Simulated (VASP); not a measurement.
# PtS2 (P-3m1) in VASP: notebook

The runs below take PtS2 through phonons, band structure, with PBEsol, PBEsol0.

Everything below comes from runs of VASP 6.6.1. Logs are shortened: lines on timing, memory, paths and dates and some standing lists are left out, and cuts for length are marked.

## Step 1: The structure

The structure is trigonal, space group P-3m1 (No. 164). Conventional cell: a = 3.543 Å, b = 3.543 Å, c = 5.039 Å, α = 90.00°, β = 90.00°, γ = 120.00°. Pt (site symmetry -3m) has 6 S at 2.34 Å as nearest neighbours. Around S (site symmetry 3m) lie 3 Pt at 2.34 Å.

## Step 2: Phonons, PBEsol

File POSCAR:

```
PtS2
1.0
    3.5432000000      0.0000000000      0.0000000000
   -1.7716000000      3.0685012107      0.0000000000
    0.0000000000      0.0000000000      5.0388000000
Pt S
1 2
Direct
    0.0000000000      0.0000000000      0.0000000000
    0.6666666667      0.3333333333      0.7730000000
    0.3333333333      0.6666666667      0.2270000000
```

File INCAR.step1:

```
SYSTEM = PtS2
PREC = Accurate
ENCUT = 600
EDIFF = 1E-8
ISMEAR = 0
SIGMA = 0.02
LREAL = .FALSE.
LASPH = .TRUE.
NELM = 60
ALGO = Normal
ISIF = 3
LWAVE = .FALSE.
LCHARG = .FALSE.
GGA = PS
IBRION = 2
NSW = 40
EDIFFG = -0.002
```

File INCAR.step2:

```
SYSTEM = PtS2
PREC = Accurate
ENCUT = 600
EDIFF = 1E-8
ISMEAR = 0
SIGMA = 0.02
LREAL = .FALSE.
LASPH = .TRUE.
NELM = 60
ALGO = Normal
ISIF = 2
LWAVE = .FALSE.
LCHARG = .FALSE.
GGA = PS
IBRION = 8
NSW = 1
```

File KPOINTS:

```
Automatic mesh
0
G
  7 7 4
  0 0 0
```

Potentials or basis: VASP PAW PBE potentials, release 64 (Pt, S).

Run with:

```console
$ cat potpaw_PBE.64/Pt/POTCAR potpaw_PBE.64/S/POTCAR > POTCAR
$ cp INCAR.step1 INCAR
$ mpirun -np 1 vasp_std > vasp.out
$ cp CONTCAR POSCAR
$ cp INCAR.step2 INCAR
$ mpirun -np 1 vasp_std > vasp.out
```

OUTCAR:

```text
SYSTEM = PtS2
   PREC = Accurate
   ENCUT = 600
   EDIFF = 1E-8
   ISMEAR = 0
   LREAL = .FALSE.
   LASPH = .TRUE.
   NELM = 60
   ISIF = 2
   GGA = PS
   IBRION = 8
   NSW = 1

 ion  position               nearest neighbor table
   1  0.000  0.000  0.000-   2 2.38   3 2.38   2 2.38   3 2.38   2 2.38   3 2.38
   2  0.667  0.333  0.751-   1 2.38   1 2.38   1 2.38
   3  0.333  0.667  0.249-   1 2.38   1 2.38   1 2.38

  LATTYP: Found a hexagonal cell.
 ALAT       =     3.5661372530
 C/A-ratio  =     1.3519152552

  Lattice vectors:

 A1 = (   3.5661372530,   0.0000000000,   0.0000000000)
 A2 = (  -1.7830686265,   3.0883654545,  -0.0000000000)
 A3 = (   0.0000000000,   0.0000000000,   4.8211153544)

Analysis of symmetry for initial positions (statically):
=====================================================================
 Subroutine PRICEL returns:
 Original cell was already a primitive cell.

 Routine SETGRP: Setting up the symmetry group for a
 hexagonal supercell.

 Subroutine GETGRP returns: Found 12 space group operations
 (whereof 12 operations were pure point group operations)
 out of a pool of 24 trial point group operations.

The static configuration has the point symmetry D_3d.

Analysis of symmetry for dynamics (positions and initial velocities):
=====================================================================
 Subroutine PRICEL returns:
 Original cell was already a primitive cell.

 Routine SETGRP: Setting up the symmetry group for a
 hexagonal supercell.

 Subroutine GETGRP returns: Found 12 space group operations
 (whereof 12 operations were pure point group operations)
 out of a pool of 24 trial point group operations.

The dynamic configuration has the point symmetry D_3d.

 Subroutine INISYM returns: Found 12 space group operations
 (whereof 12 operations are pure point group operations),
 and found     1 'primitive' translations

----------------------------------------------------------------------------------------

                                     Primitive cell

  volume of cell :      53.0975

  direct lattice vectors                    reciprocal lattice vectors
     3.566137253  0.000000000  0.000000000     0.280415455  0.161897938 -0.000000000
    -1.783068627  3.088365455 -0.000000000     0.000000000  0.323795877 -0.000000000
     0.000000000  0.000000000  4.821115354    -0.000000000  0.000000000  0.207420882

  length of vectors
     3.566137253  3.566137253  4.821115354     0.323795877  0.323795877  0.207420882

  position of ions in fractional coordinates (direct lattice)
     0.000000000  0.000000000  0.000000000
     0.666666667  0.333333333  0.751452578
     0.333333333  0.666666667  0.248547422

  ion indices of the primitive-cell ions
   primitive index   ion index
                 1           1
                 2           2
                 3           3

----------------------------------------------------------------------------------------

 KPOINTS: Automatic mesh

Automatic generation of k-mesh.
 Grid dimensions read from file:
 generate k-points for:    7    7    4

 Generating k-lattice:

  Cartesian coordinates                     Fractional coordinates (reciprocal lattice)
     0.040059351  0.023128277 -0.000000000     0.142857143  0.000000000  0.000000000
     0.000000000  0.046256554 -0.000000000     0.000000000  0.142857143  0.000000000
    -0.000000000  0.000000000  0.051855221    -0.000000000 -0.000000000  0.250000000

  Length of vectors
     0.046256554  0.046256554  0.051855221

  Shift w.r.t. Gamma in fractional coordinates (k-lattice)
     0.000000000  0.000000000  0.000000000

 Subroutine IBZKPT returns following result:
 ===========================================

 Found     28 irreducible k-points:

 Following reciprocal coordinates:
            Coordinates               Weight
  0.000000  0.000000  0.000000      1.000000
  0.142857  0.000000  0.000000      6.000000
  0.285714  0.000000  0.000000      6.000000
  0.428571  0.000000  0.000000      6.000000
  0.142857  0.142857  0.000000      6.000000
  0.285714  0.142857  0.000000     12.000000
[... 16 lines left out ...]
  0.285714  0.000000  0.500000      6.000000
[... 41 lines left out ...]
  volume/ion in A,a.u.               =      17.70       119.44
  Fermi-wavevector in a.u.,A,eV,Ry     =   1.220462  2.306339 20.266256  1.489528
  Thomas-Fermi vector in A             =   2.355679
   LORBIT       =      0    0 simple, 1 ext, 2 COOP (PROOUT), +10 PAW based schemes
   GGA     = PS    functional components
   LHFCALC =     F    Hartree Fock is set to
   AEXX    =    0.0000 exact exchange contribution
   IVDW    =     0    specifies the selected vdW correction
   LEPSILON=     F    determine dielectric tensor
   LRPA    =     F    only Hartree local field effects (RPA)
 non-spin polarized calculation
 Gauss-broadening in eV      SIGMA  =   0.02
  energy-cutoff  :      600.00
  volume of cell :       53.10
 maximum number of plane-waves:      1795
   NGX = 15   NGY = 15   NGZ = 19

--------------------------------------- Ionic step        1  -------------------------------------------

 number of electron      21.9999997 magnetization

 Free energy of the ion-electron system (eV)
  ---------------------------------------------------
  ext. energy  EPLUGINS =         0.00000000
  ---------------------------------------------------
  free energy    TOTEN  =       -16.99572584 eV

  energy without entropy =      -16.99572584  energy(sigma->0) =      -16.99572584

 E-fermi :   7.4967     XC(G=0): -11.0531

 val. band max:        7.3791197280   @ k =   0.0000   0.0000   0.0000
 cond. band min:       7.6275038449   @ k =   0.0000   0.2857   0.2500
 fundamental gap:      0.2483841170
 Fermi energy:         7.4967331850

 k-point     1 :       0.0000    0.0000    0.0000
  band No.  band energies     occupation
      1      -8.3564      2.00000
      2      -5.0847      2.00000
      3      -0.0406      2.00000
      4       0.3692      2.00000
      5       0.3692      2.00000
      6       3.2395      2.00000
      7       3.2395      2.00000
      8       5.0765      2.00000
      9       5.9673      2.00000
     10       5.9673      2.00000
     11       7.3791      2.00000
     12       8.9810      0.00000
     13       8.9810      0.00000
     14      11.2998      0.00000
[... 401 lines left out ...]
      2      -5.9497      2.00000
      3      -0.4700      2.00000
      4       0.9413      2.00000
      5       1.1517      2.00000
      6       2.5523      2.00000
      7       3.5163      2.00000
      8       4.0225      2.00000
      9       4.2010      2.00000
     10       4.6918      2.00000
     11       5.9832      2.00000
     12       8.5630      0.00000
     13       9.0367      0.00000
     14      12.2051      0.00000
     15      12.6209      0.00000

 [... further k-points ...]

------------------------ aborting loop because EDIFF is reached ----------------------------------------

  FORCE on cell =-STRESS in cart. coord.  units (eV):
  Direction    XX          YY          ZZ          XY          YZ          ZX
  --------------------------------------------------------------------------------------
  -------------------------------------------------------------------------------------
  Total        0.0038618      0.0038618     -0.0070622      0.0000000     -0.0000000     -0.0000000
  in kB        0.1165263      0.1165263     -0.2130958      0.0000000     -0.0000000     -0.0000000
  external PRESSURE =       0.0066522 kB  Pullay stress =       0.0000000 kB

 VOLUME and BASIS-vectors are now :
 -----------------------------------------------------------------------------
  energy-cutoff  :      600.00
  volume of cell :       53.10
      direct lattice vectors                 reciprocal lattice vectors
     3.566137253  0.000000000  0.000000000     0.280415455  0.161897938 -0.000000000
    -1.783068627  3.088365455 -0.000000000     0.000000000  0.323795877 -0.000000000
     0.000000000  0.000000000  4.821115354    -0.000000000  0.000000000  0.207420882

 POSITION                                       TOTAL-FORCE (eV/Angst)
 -----------------------------------------------------------------------------------
      0.00000      0.00000      0.00000        -0.000000     -0.000000     -0.000000
      1.78307      1.02946      3.62284         0.000000      0.000000      0.001507
     -0.00000      2.05891      1.19828        -0.000000     -0.000000     -0.001507
 -----------------------------------------------------------------------------------
    total drift:                               -0.000000     -0.000000      0.000000

  FREE ENERGIE OF THE ION-ELECTRON SYSTEM (eV)
  ---------------------------------------------------
  free  energy   TOTEN  =       -16.9957258406 eV

  energy  without entropy=      -16.9957258406  energy(sigma->0) =      -16.99572584

[... ionic steps 2 to 3 ...]

--------------------------------------- Ionic step        4  -------------------------------------------

------------------------ aborting loop because EDIFF is reached ----------------------------------------
[... 11 lines left out ...]
[... ionic steps 8 to 8 ...]

--------------------------------------- Ionic step        9  -------------------------------------------

 Free energy of the ion-electron system (eV)
  ---------------------------------------------------
  ---------------------------------------------------
  free energy    TOTEN  =        -0.11539228 eV

  energy without entropy =       -0.11539228

------------------------ aborting loop because EDIFF is reached ----------------------------------------

 INTERNAL STRAIN TENSOR  FOR ION    2  DIRECTION 3   (eV/Angst):
 -----------------------------------------------------------------------------
    11.69343 -0.00000  0.00000
     0.00000 11.69343 -0.00000
     0.00000  0.00000 14.51597

 INTERNAL STRAIN TENSOR FOR ION    3 for displacements in x,y,z  (eV/Angst):
          X           Y           Z          XY          YZ          ZX
  --------------------------------------------------------------------------------
  x     0.00000     0.00000    -0.00000     5.60634     0.00000   -10.42555
  y     5.60634    -5.60634     0.00000     0.00000   -11.42582     0.00000
  z   -11.69343   -11.69343   -14.51597     0.00000     0.00000    -0.00000

 SECOND DERIVATIVES (NOT SYMMETRIZED)
 ------------------------------------
               1X          1Y          1Z          2X          2Y          2Z          3X          3Y          3Z
  1X   -16.784468    0.000000   -0.000000    8.392234    0.000000    0.000000    8.392234    0.000000    0.000000
  1Y     0.000000  -16.784468   -0.000000    0.000000    8.392234    0.000000    0.000000    8.392234    0.000000
  1Z    -0.000000   -0.000000  -18.579713    0.000000    0.000000    9.289857    0.000000    0.000000    9.289857
  2X     8.390718    0.000000    0.000000   -9.465236    0.000000   -0.000000    1.074518    0.000000    0.000000
  2Y    -0.000000    8.390718    0.000000    0.000000   -9.465236   -0.000000   -0.000000    1.074518    0.000000
  2Z     0.000000    0.000000    9.287248   -0.000000   -0.000000  -11.065657    0.000000    0.000000    1.778410
  3X     8.390718    0.000000    0.000000    1.074518    0.000000    0.000000   -9.465236    0.000000   -0.000000
  3Y    -0.000000    8.390718    0.000000   -0.000000    1.074518    0.000000    0.000000   -9.465236   -0.000000
  3Z     0.000000    0.000000    9.287248    0.000000    0.000000    1.778410   -0.000000   -0.000000  -11.065657

 Eigenvectors and eigenvalues of the dynamical matrix
 ----------------------------------------------------

   1 f  =    9.894176 THz    62.166939 2PiTHz  330.034175 cm-1    40.919004 meV
             X         Y         Z           dx          dy          dz
      0.000000  0.000000  0.000000     0.000000   -0.000000   -0.000000
      1.783069  1.029455  3.622840     0.000000   -0.000000   -0.707107
     -0.000000  2.058910  1.198276    -0.000000    0.000000    0.707107
[... 43 lines left out ...]
   9 f/i=    0.000588 THz     0.003693 2PiTHz    0.019606 cm-1     0.002431 meV
             X         Y         Z           dx          dy          dz
      0.000000  0.000000  0.000000    -0.000000    0.000000   -0.867489
      1.783069  1.029455  3.622840    -0.000000    0.000000   -0.351755
     -0.000000  2.058910  1.198276    -0.000000    0.000000   -0.351755

--------------------------------------------------------------------------------------------------------

 ELASTIC MODULI CONTR FROM IONIC RELAXATION (kBar)
 Direction    XX          YY          ZZ          XY          YZ          ZX
 --------------------------------------------------------------------------------
 XX        -822.4298   -462.4948   -797.5386     -0.0000    366.7771      0.0000
 YY        -462.4948   -822.4298   -797.5386      0.0000   -366.7771     -0.0000
 ZZ        -797.5386   -797.5386   -990.0468     -0.0000      0.0000     -0.0000
 XY          -0.0000      0.0000     -0.0000   -179.9675      0.0000    334.6676
 YZ         366.7771   -366.7771      0.0000      0.0000   -747.4985     -0.0000
 ZX           0.0000     -0.0000     -0.0000    334.6676     -0.0000   -622.3481
 --------------------------------------------------------------------------------
```

Run time: 13 min. Hardware: 1 thread of Intel Xeon Platinum 8259CL at 2.50GHz (Skylake/Cascade Lake), shared host; peak memory 0.4 GiB.

What came out:

| Property | Result |
| --- | --- |
| Relaxed volume | 17.70 Å³/atom |
| Relaxed cell | a = 3.566 Å, b = 3.566 Å, c = 4.821 Å, α = 90.00°, β = 90.00°, γ = 120.00° |
| Space group after relaxing (to 0.05 Å) | P-3m1 (No. 164) |
| Highest phonon frequency at Γ, LO-TO splitting left out | 330 cm⁻¹ |

The path:
```csv
step,energy change (eV),largest force (eV/Å),pressure (GPa),volume (Å³)
1,0.0000,0.9294,6.16,54.78
2,0.1056,0.8743,-9.97,60.54
3,-0.0506,0.1966,-0.67,56.76
4,-0.0506,0.2136,-0.51,56.71
5,-0.0577,0.1233,-0.32,56.47
6,-0.0604,0.0264,-0.11,56.21
7,-0.0604,0.0226,-0.11,56.20
8,-0.0606,0.0346,0.01,56.08
9,-0.0611,0.0708,0.36,55.75
10,-0.0611,0.1446,1.09,55.08
11,-0.0613,0.1080,0.72,55.41
12,-0.0613,0.1079,0.72,55.40
13,-0.0614,0.1076,0.71,55.38
14,-0.0616,0.1071,0.71,55.33
15,-0.0619,0.1061,0.69,55.23
16,-0.0625,0.1043,0.67,55.04
17,-0.0636,0.1012,0.63,54.64
18,-0.0653,0.0978,0.60,53.85
19,-0.0651,0.0937,0.73,52.25
20,-0.0659,0.1034,0.67,53.06
21,-0.0665,0.0308,-0.05,53.30
22,-0.0665,0.0279,-0.08,53.31
23,-0.0666,0.0226,-0.06,53.30
24,-0.0667,0.0067,-0.01,53.26
25,-0.0667,0.0039,0.00,53.25
26,-0.0667,0.0023,-0.01,53.25
27,-0.0667,0.0011,-0.05,53.25
28,-0.0667,0.0011,-0.04,53.25
29,-0.0667,0.0012,-0.04,53.25
30,-0.0667,0.0013,-0.04,53.24
31,-0.0667,0.0016,-0.04,53.22
32,-0.0667,0.0021,-0.03,53.19
33,-0.0667,0.0033,-0.01,53.12
34,-0.0667,0.0036,0.00,53.10
35,-0.0667,0.0016,0.01,53.10
```

Final structure:
```yaml
crystal:
  lattice:
    - [3.56614, 0.00000, 0.00000]
    - [-1.78307, 3.08837, 0.00000]
    - [0.00000, 0.00000, 4.82112]
  atoms:
    - { symbol: Pt, position: [0.00000, 0.00000, 0.00000] }
    - { symbol: S, position: [0.66667, 0.33333, 0.75145] }
    - { symbol: S, position: [0.33333, 0.66667, 0.24855] }
```

Phonon frequencies in cm⁻¹ (negative: imaginary):
```
              q point                    frequencies
(0.000, 0.000, 0.000)  0 0 0 299 299 307 307 324 330
```

Caveat: the PAW data sets were made with another functional, which shifts forces and pressure a little.

[end of part 1 of 2]
